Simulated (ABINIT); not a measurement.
# Completion of the band sum in GW: LiCl (Fm-3m)

Aim: few bands, with and without a completion of the sum over empty states, for LiCl (Fm-3m).

Method: PBE and many-body steps on it, plane waves, in ABINIT 10.8.3.

**1. Set-up**

Symmetry: Fm-3m, No. 225, cubic system. Conventional cell: a = 5.143 Å, b = 5.143 Å, c = 5.143 Å, α = 90.00°, β = 90.00°, γ = 90.00°. Nearest to Li lie 6 Cl at 2.57 Å. Cl has 6 Li at 2.57 Å nearest. Farther neighbours and most contacts between anions are not listed.

The cell and positions come from the Crystallography Open Database and are kept as given unless a step says otherwise.

**2. Empty states on the mesh, 6×6×6 mesh, 300 bands**

This step: ABINIT 10.8.3; DFT, PBE, plane waves, norm-conserving pseudopotentials.

The sums over transitions need many empty states on a uniform mesh; this step solves for them.

The input, run.abi:

```
acell 3*1.0 Angstrom
rprim 
  0.000000000000 2.571500000000 2.571500000000
  2.571500000000 0.000000000000 2.571500000000
  2.571500000000 2.571500000000 -0.000000000000
ntypat 2
znucl 3 17
natom 2
typat 1 2
xred 
  0.000000000000 0.000000000000 0.000000000000
  0.500000000000 0.500000000000 0.500000000000
pp_dirpath "pseudos"
pseudos "Li.upf, Cl.upf"
ecut 33
ngkpt 6 6 6
nshiftk 1
shiftk 0 0 0
kptopt 1
chksymbreak 0
irdden 1
istwfk *1
nband 300
prtvol 0
optdriver 6
gwr_task "HDIAGO"
paral_kgb 0
occopt 1
indata_prefix "in"
outdata_prefix "out"
tmpdata_prefix "tmp"
```

On the command line:

```bash
$ OMP_NUM_THREADS=1 mpirun -n 4 abinit run.abi > log
```

Log:

```text
.Version 10.8.3 of ABINIT. v10.8.2 released Aug 2026.

 Symmetries : space group Fm -3 m (#225); Bravais cF (face-center cubic)
[... echo of the input left out ...]
== DATASET  1 ==================================================================
-   mpi_nproc: 4, omp_nthreads: 1 (-1 if OMP is not activated)

--- !DatasetInfo
iteration_state: {dtset: 1, }
dimensions: {natom: 2, nkpt: 16, mband: 300, nsppol: 1, nspinor: 1, nspden: 1, mpw: 2092, }
cutoff_energies: {ecut:  33.0, pawecutdg:  -1.0, }
[...]
Direct band gap semiconductor
 Fundamental gap:     6.285 (eV)
   VBM:     0.193 (eV) at k: [ 0.0000E+00,  0.0000E+00,  0.0000E+00]
   CBM:     6.477 (eV) at k: [ 0.0000E+00,  0.0000E+00,  0.0000E+00]
 Direct gap:         6.285 (eV) at k: [ 0.0000E+00,  0.0000E+00,  0.0000E+00]

== END DATASET(S) ==============================================================
================================================================================

 -outvars: echo values of variables after computation  --------
           etotal      0.0000000000E+00
            nband         300
             nkpt          16
          spgroup         225
 [... the other variables as echoed above ...]

 Calculation completed.
```

Elapsed: 35 s, on 4 MPI ranks of Arm Neoverse V1, shared host; peak memory 1.2 GiB; 2.3 min of CPU time.

This step gave:

| Quantity | Value |
| --- | --- |
| gap | 6.285 eV |
| k of the valence top | 0, 0, 0 |
| k of the conduction bottom | 0, 0, 0 |
| least direct gap | 6.285 eV |
| k points computed | 16 |
| lowest point of the top converged band, above the valence top | 227.1407 eV |

On this mesh the gap is 6.285 eV.

The density comes from a self-consistent run that is not shown.

**3. Screening, 6×6×6 mesh, 292 bands, screening to 304.8 eV**

The RPA dielectric matrix is built and inverted for each q.

This step: RPA screening on PBE, plane waves, norm-conserving pseudopotentials.

run.abi, as its differences from that of step 2:

```diff
@@ -20,10 +20,11 @@
 chksymbreak 0
-irdden 1
 istwfk *1
-nband 300
-prtvol 0
-optdriver 6
-gwr_task "HDIAGO"
-paral_kgb 0
 occopt 1
+irdwfk 1
+optdriver 3
+nband 292
+ecuteps 11.2
+inclvkb 2
+awtr 1
+symchi 1
 indata_prefix "in"
```

Log:

```text
.Version 10.8.3 of ABINIT. v10.8.2 released Aug 2026.

 Symmetries : space group Fm -3 m (#225); Bravais cF (face-center cubic)
[... echo of the input left out ...]
== DATASET  1 ==================================================================
-   mpi_nproc: 4, omp_nthreads: 1 (-1 if OMP is not activated)

--- !DatasetInfo
iteration_state: {dtset: 1, }
dimensions: {natom: 2, nkpt: 16, mband: 292, nsppol: 1, nspinor: 1, nspden: 1, mpw: 2092, }
cutoff_energies: {ecut:  33.0, pawecutdg:  -1.0, }
electrons: {nelect:   1.00000000E+01, charge:   0.00000000E+00, occopt:   1.00000000E+00, tsmear:   1.00000000E-02, }

 SCREENING: Calculation of the susceptibility and dielectric matrices

 Based on a program developped by R.W. Godby, V. Olevano, G. Onida, and L. Reining.
 Incorporated in ABINIT by V. Olevano, G.-M. Rignanese, and M. Torrent.
.Using double precision arithmetic ; gwpc =  8

[... cell and pseudopotentials left out ...]
--------------------------------------------------------------------------------

 ==== K-mesh for the wavefunctions ====
 Number of points in the irreducible wedge :    16
[... list of points left out ...]
 Together with 48 symmetry operations and time-reversal symmetry
 yields   216 points in the full Brillouin Zone.

 ==== Q-mesh for the screening function ====
 Number of points in the irreducible wedge :    16
[... list of points left out ...]
 Together with 48 symmetry operations and time-reversal symmetry
 yields   216 points in the full Brillouin Zone.

 setmesh: FFT mesh size selected  =    27x   27x   27
          total number of points  =        19683

 vcoul_init : cutoff-mode = AUXILIARY_FUNCTION
 q-points for optical limit:   1
     1)      0.000010    0.000020    0.000030

- screening: taking advantage of time-reversal symmetry
- Maximum band index for partially occupied states nbvw = 5
- Remaining bands to be divided among processors   nbcw = 287
- Number of bands treated by each node ~71

 Number of electrons calculated from density =   10.0000; Expected =   10.0000
 average of density, n =  0.043573
 r_s =    1.7629
 omega_plasma =   20.1355 [eV]

 calculating chi0 at frequencies [eV] :
  1    0.000000E+00    0.000000E+00
  2    0.000000E+00    2.013550E+01

--------------------------------------------------------------------------------
  q-point number  1        q = ( 0.000000, 0.000000, 0.000000) [r.l.u.]
--------------------------------------------------------------------------------
[... chi0 elements left out ...]
 For q-point:  0.000010 0.000020 0.000030
  dielectric constant =   2.7540
  dielectric constant without local fields =   3.2521

  Average fulfillment of the sum rule on Im[epsilon] for q-point    1 :     92.67  [%]
[... wings left out ...]
  q-point number  2        q = ( 0.166667, 0.000000, 0.000000) [r.l.u.]
--------------------------------------------------------------------------------
[... chi0 elements left out ...]
  Average fulfillment of the sum rule on Im[epsilon] for q-point    2 :     94.37  [%]

 [... 14 further q-points ...]
```

Elapsed: 5.9 min, on 4 MPI ranks; peak memory 2.3 GiB.

Numbers from this step:

```yaml
eps_infinity_with_local_fields_on_this_mesh_along_the_program_s_q_direction: 2.754
the_same_without_local_fields: 3.252
plasma_frequency: 20.14 eV
plane_waves_in_the_screening_matrix: 411
```

Local fields lower ε∞ by 15 %.

**4. 292 bands**

The self-energy is evaluated for the states that the input lists, and the levels follow from it, in one-shot runs by the linearised quasiparticle equation.

This step: G0W0 on PBE, plane waves, norm-conserving pseudopotentials.

run.abi, as its differences from that of step 3:

```diff
@@ -23,8 +23,15 @@
 irdwfk 1
-optdriver 3
+optdriver 4
 nband 292
+gwcalctyp 0
+ecutsigx 33
+symsigma 1
+nkptgw 1
+kptgw 
+  0.0000000000 0.0000000000 0.0000000000
+bdgw 
+  3 9
 ecuteps 11.2
-inclvkb 2
-awtr 1
-symchi 1
+irdscr 1
+ppmodel 1
 indata_prefix "in"
```

Log:

```text
.Version 10.8.3 of ABINIT. v10.8.2 released Aug 2026.

 Symmetries : space group Fm -3 m (#225); Bravais cF (face-center cubic)
[... echo of the input left out ...]
== DATASET  1 ==================================================================
-   mpi_nproc: 4, omp_nthreads: 1 (-1 if OMP is not activated)

--- !DatasetInfo
iteration_state: {dtset: 1, }
dimensions: {natom: 2, nkpt: 16, mband: 292, nsppol: 1, nspinor: 1, nspden: 1, mpw: 2092, }
cutoff_energies: {ecut:  33.0, pawecutdg:  -1.0, }
electrons: {nelect:   1.00000000E+01, charge:   0.00000000E+00, occopt:   1.00000000E+00, tsmear:   1.00000000E-02, }

 SIGMA: Calculation of the GW corrections

 Based on a program developped by R.W. Godby, V. Olevano, G. Onida, and L. Reining.
 Incorporated in ABINIT by V. Olevano, G.-M. Rignanese, and M. Torrent.
.Using double precision arithmetic ; gwpc =  8

[... cell and pseudopotentials left out ...]
--------------------------------------------------------------------------------

 ==== K-mesh for the wavefunctions ====
 Number of points in the irreducible wedge :    16
[... list of points left out ...]
 Together with 48 symmetry operations and time-reversal symmetry
 yields   216 points in the full Brillouin Zone.

 ==== Q-mesh for screening function ====
 Number of points in the irreducible wedge :    16
[... list of points left out ...]
 Together with 48 symmetry operations and time-reversal symmetry
 yields   216 points in the full Brillouin Zone.

 vcoul_init : cutoff-mode = AUXILIARY_FUNCTION
 q-points for optical limit:   1
     1)      0.000010    0.000020    0.000030
 setmesh: FFT mesh size selected  =    36x   36x   36
          total number of points  =        46656

 Number of electrons calculated from density =   10.0000; Expected =   10.0000
 average of density, n =  0.043573
 r_s =    1.7629
 omega_plasma =   20.1355 [eV]

 === KS Band Gaps ===
  >>>> For spin  1
   Minimum direct gap =   6.2845 [eV], located at k-point      :   0.0000  0.0000  0.0000
   Fundamental gap    =   6.2845 [eV], Top of valence bands at :   0.0000  0.0000  0.0000
                                       Bottom of conduction at :   0.0000  0.0000  0.0000
 SIGMA fundamental parameters:
 PLASMON POLE MODEL  1
 number of plane-waves for SigmaX                 2085
 number of plane-waves for SigmaC and W            411
 number of plane-waves for wavefunctions          2085
 number of bands                                   292
 number of independent spin polarizations            1
 number of spinorial components                      1
 number of k-points in IBZ                          16
 number of q-points in IBZ                          16
 number of symmetry operations                      48
 number of k-points in BZ                          216
 number of q-points in BZ                          216
 number of frequencies for dSigma/dE                 9
 frequency step for dSigma/dE [eV]                0.25
 number of omega for Sigma on real axis              0
 max omega for Sigma on real axis  [eV]           0.00
 zcut for avoiding poles [eV]                     0.10

 EPSILON^-1 parameters (SCR file):
 dimension of the eps^-1 matrix on file            411
 dimension of the eps^-1 matrix used               411
 number of plane-waves for wavefunctions          2085
 number of bands                                   292
 number of q-points in IBZ                          16
 number of frequencies                               2
 number of real frequencies                          1
 number of imag frequencies                          1

 matrix elements of self-energy operator (all in [eV])

 Perturbative Calculation

--- !SelfEnergy_ee
iteration_state: {dtset: 1, }
kpoint     : [   0.000,    0.000,    0.000, ]
spin       : 1
KS_gap     :    6.285
QP_gap     :    9.040
Delta_QP_KS:    2.755
data: !SigmaeeData |
     Band     E0 <VxcDFT>   SigX SigC(E0)      Z dSigC/dE  Sig(E)    E-E0       E
        3   0.193 -14.693 -19.029   1.735   0.802  -0.247 -16.778  -2.085  -1.892
        4   0.193 -14.693 -19.029   1.735   0.802  -0.247 -16.778  -2.085  -1.892
        5   0.193 -14.693 -19.029   1.735   0.802  -0.247 -16.778  -2.085  -1.892
        6   6.477  -9.170  -4.732  -3.646   0.846  -0.181  -8.500   0.670   7.147
        7  11.985  -9.607  -4.365  -3.857   0.840  -0.191  -8.444   1.162  13.147
        8  11.985  -9.607  -4.365  -3.857   0.840  -0.191  -8.444   1.162  13.147
        9  11.985  -9.607  -4.365  -3.857   0.840  -0.191  -8.444   1.162  13.147

== END DATASET(S) ==============================================================
================================================================================

 -outvars: echo values of variables after computation  --------
           etotal      0.0000000000E+00
            nband         292
             nkpt          16
          spgroup         225
 [... the other variables as echoed above ...]

 Calculation completed.
```

It took 66 s on 4 MPI ranks; peak memory 2.5 GiB; 4.4 min of CPU time.

Numbers from this step:

```
G0W0 gap on the points computed              : 9.039 eV
starting gap on the mesh                     : 6.285 eV
k of the valence top                         : 0, 0, 0
k of the conduction bottom                   : 0, 0, 0
Z at the valence top                         : 0.802
Z at the conduction bottom                   : 0.846
least direct G0W0 gap on the computed points : 9.039 eV
```

The gap on the mesh goes from 6.28 eV to 9.04 eV, a correction of +2.75 eV.

**5. Screening, 6×6×6 mesh, 30 bands, screening to 304.8 eV**

This step: RPA screening on PBE, plane waves, norm-conserving pseudopotentials.

run.abi, as its differences from that of step 4:

```diff
@@ -23,15 +23,8 @@
 irdwfk 1
-optdriver 4
-nband 292
-gwcalctyp 0
-ecutsigx 33
-symsigma 1
-nkptgw 1
-kptgw 
-  0.0000000000 0.0000000000 0.0000000000
-bdgw 
-  3 9
+optdriver 3
+nband 30
 ecuteps 11.2
-irdscr 1
-ppmodel 1
+inclvkb 2
+awtr 1
+symchi 1
 indata_prefix "in"
```

Log:

```text
.Version 10.8.3 of ABINIT. v10.8.2 released Aug 2026.

 Symmetries : space group Fm -3 m (#225); Bravais cF (face-center cubic)
[... echo of the input left out ...]
== DATASET  1 ==================================================================
-   mpi_nproc: 4, omp_nthreads: 1 (-1 if OMP is not activated)

--- !DatasetInfo
iteration_state: {dtset: 1, }
dimensions: {natom: 2, nkpt: 16, mband: 30, nsppol: 1, nspinor: 1, nspden: 1, mpw: 2092, }
cutoff_energies: {ecut:  33.0, pawecutdg:  -1.0, }
electrons: {nelect:   1.00000000E+01, charge:   0.00000000E+00, occopt:   1.00000000E+00, tsmear:   1.00000000E-02, }

 SCREENING: Calculation of the susceptibility and dielectric matrices

 Based on a program developped by R.W. Godby, V. Olevano, G. Onida, and L. Reining.
 Incorporated in ABINIT by V. Olevano, G.-M. Rignanese, and M. Torrent.
.Using double precision arithmetic ; gwpc =  8

[... cell and pseudopotentials left out ...]
--------------------------------------------------------------------------------

 ==== K-mesh for the wavefunctions ====
 Number of points in the irreducible wedge :    16
[... list of points left out ...]
 Together with 48 symmetry operations and time-reversal symmetry
 yields   216 points in the full Brillouin Zone.

 ==== Q-mesh for the screening function ====
 Number of points in the irreducible wedge :    16
[... list of points left out ...]
 Together with 48 symmetry operations and time-reversal symmetry
 yields   216 points in the full Brillouin Zone.

 setmesh: FFT mesh size selected  =    27x   27x   27
          total number of points  =        19683

 vcoul_init : cutoff-mode = AUXILIARY_FUNCTION
 q-points for optical limit:   1
     1)      0.000010    0.000020    0.000030

- screening: taking advantage of time-reversal symmetry
- Maximum band index for partially occupied states nbvw = 5
- Remaining bands to be divided among processors   nbcw = 25
- Number of bands treated by each node ~6

 Number of electrons calculated from density =   10.0000; Expected =   10.0000
 average of density, n =  0.043573
 r_s =    1.7629
 omega_plasma =   20.1355 [eV]

 calculating chi0 at frequencies [eV] :
  1    0.000000E+00    0.000000E+00
  2    0.000000E+00    2.013550E+01

--------------------------------------------------------------------------------
  q-point number  1        q = ( 0.000000, 0.000000, 0.000000) [r.l.u.]
--------------------------------------------------------------------------------
[... chi0 elements left out ...]
 For q-point:  0.000010 0.000020 0.000030
  dielectric constant =   2.7490
  dielectric constant without local fields =   3.2453

  Average fulfillment of the sum rule on Im[epsilon] for q-point    1 :     49.17  [%]
[... wings left out ...]
  q-point number  2        q = ( 0.166667, 0.000000, 0.000000) [r.l.u.]
--------------------------------------------------------------------------------
[... chi0 elements left out ...]
  Average fulfillment of the sum rule on Im[epsilon] for q-point    2 :     72.88  [%]

 [... 14 further q-points ...]
```

It took 37 s on 4 MPI ranks; peak memory 0.61 GiB.

This step gave:

- ε∞ with local fields, on this mesh, along the program's q direction: 2.749
- the same without local fields: 3.245
- plasma frequency: 20.14 eV
- plane waves in the screening matrix: 411

**6. 30 bands**

This step: G0W0 on PBE, plane waves, norm-conserving pseudopotentials.

run.abi, as its differences from that of step 5:

```diff
@@ -23,8 +23,15 @@
 irdwfk 1
-optdriver 3
+optdriver 4
 nband 30
+gwcalctyp 0
+ecutsigx 33
+symsigma 1
+nkptgw 1
+kptgw 
+  0.0000000000 0.0000000000 0.0000000000
+bdgw 
+  3 9
 ecuteps 11.2
-inclvkb 2
-awtr 1
-symchi 1
+irdscr 1
+ppmodel 1
 indata_prefix "in"
```

Log:

```text
.Version 10.8.3 of ABINIT. v10.8.2 released Aug 2026.

 Symmetries : space group Fm -3 m (#225); Bravais cF (face-center cubic)
[... echo of the input left out ...]
== DATASET  1 ==================================================================
-   mpi_nproc: 4, omp_nthreads: 1 (-1 if OMP is not activated)

--- !DatasetInfo
iteration_state: {dtset: 1, }
dimensions: {natom: 2, nkpt: 16, mband: 30, nsppol: 1, nspinor: 1, nspden: 1, mpw: 2092, }
cutoff_energies: {ecut:  33.0, pawecutdg:  -1.0, }
electrons: {nelect:   1.00000000E+01, charge:   0.00000000E+00, occopt:   1.00000000E+00, tsmear:   1.00000000E-02, }

 SIGMA: Calculation of the GW corrections

 Based on a program developped by R.W. Godby, V. Olevano, G. Onida, and L. Reining.
 Incorporated in ABINIT by V. Olevano, G.-M. Rignanese, and M. Torrent.
.Using double precision arithmetic ; gwpc =  8

[... cell and pseudopotentials left out ...]
--------------------------------------------------------------------------------

 ==== K-mesh for the wavefunctions ====
 Number of points in the irreducible wedge :    16
[... list of points left out ...]
 Together with 48 symmetry operations and time-reversal symmetry
 yields   216 points in the full Brillouin Zone.

 ==== Q-mesh for screening function ====
 Number of points in the irreducible wedge :    16
[... list of points left out ...]
 Together with 48 symmetry operations and time-reversal symmetry
 yields   216 points in the full Brillouin Zone.

 vcoul_init : cutoff-mode = AUXILIARY_FUNCTION
 q-points for optical limit:   1
     1)      0.000010    0.000020    0.000030
 setmesh: FFT mesh size selected  =    36x   36x   36
          total number of points  =        46656

 Number of electrons calculated from density =   10.0000; Expected =   10.0000
[...]
number of q-points in BZ                          216
 number of frequencies for dSigma/dE                 9
 frequency step for dSigma/dE [eV]                0.25
 number of omega for Sigma on real axis              0
 max omega for Sigma on real axis  [eV]           0.00
 zcut for avoiding poles [eV]                     0.10

 EPSILON^-1 parameters (SCR file):
 dimension of the eps^-1 matrix on file            411
 dimension of the eps^-1 matrix used               411
 number of plane-waves for wavefunctions          2085
 number of bands                                    30
 number of q-points in IBZ                          16
 number of frequencies                               2
 number of real frequencies                          1
 number of imag frequencies                          1

 matrix elements of self-energy operator (all in [eV])

 Perturbative Calculation

--- !SelfEnergy_ee
iteration_state: {dtset: 1, }
kpoint     : [   0.000,    0.000,    0.000, ]
spin       : 1
KS_gap     :    6.285
QP_gap     :    8.794
Delta_QP_KS:    2.509
data: !SigmaeeData |
     Band     E0 <VxcDFT>   SigX SigC(E0)      Z dSigC/dE  Sig(E)    E-E0       E
        3   0.193 -14.693 -19.029   2.508   0.806  -0.241 -16.166  -1.473  -1.280
        4   0.193 -14.693 -19.029   2.508   0.806  -0.241 -16.166  -1.473  -1.280
        5   0.193 -14.693 -19.029   2.508   0.806  -0.241 -16.166  -1.473  -1.280
        6   6.477  -9.170  -4.732  -3.217   0.849  -0.178  -8.133   1.037   7.514
        7  11.985  -9.607  -4.365  -3.215   0.844  -0.184  -7.896   1.711  13.696
        8  11.985  -9.607  -4.365  -3.215   0.844  -0.184  -7.896   1.711  13.696
        9  11.985  -9.607  -4.365  -3.215   0.844  -0.184  -7.896   1.711  13.696

== END DATASET(S) ==============================================================
================================================================================

 -outvars: echo values of variables after computation  --------
           etotal      0.0000000000E+00
            nband          30
             nkpt          16
          spgroup         225
 [... the other variables as echoed above ...]

 Calculation completed.
```

Run time: 9.4 s. Hardware: 4 MPI ranks; peak memory 1.2 GiB; 37 s of CPU time.

Numbers from this step:

| Property | Result |
| --- | --- |
| G0W0 gap on the points computed | 8.794 eV |
| starting gap on the mesh | 6.285 eV |
| k of the valence top | 0, 0, 0 |
| k of the conduction bottom | 0, 0, 0 |
| Z at the valence top | 0.806 |
| Z at the conduction bottom | 0.849 |
| least direct G0W0 gap on the computed points | 8.794 eV |

Against G0W0 in ABINIT (6×6×6 mesh, 292 bands, screening to 304.8 eV, Godby-Needs plasmon pole), the gap moves by −0.245 eV.

(Continued in part 2 of 2.)

[Paths, hosts, dates, memory and timing lines, banners, echoed tables and standing remarks are left out of the program output.]

[Logs are printed without paths, hosts, clocks, repeated set-up lines and the standing remarks that a program may print on its own settings, such as how far it seeks lower states.]

[Runs of the session that timed out or met a known fault of the program may be left out.]

[Hosts, paths, dates, database ids (printed as entryN), source tags and the programs' standing remarks are cut or masked in the printed files.]

[G0W0 gaps are taken among the corrected bands and points alone; a level outside them can change the order at an edge.]

[Where Ansatz stands beside ABINIT at settings called matched, ABINIT's density can come from a denser mesh and the files from another edition; pairs whose starting gaps differed by over 0.03 eV were left out, so agreement reads better than it is.]
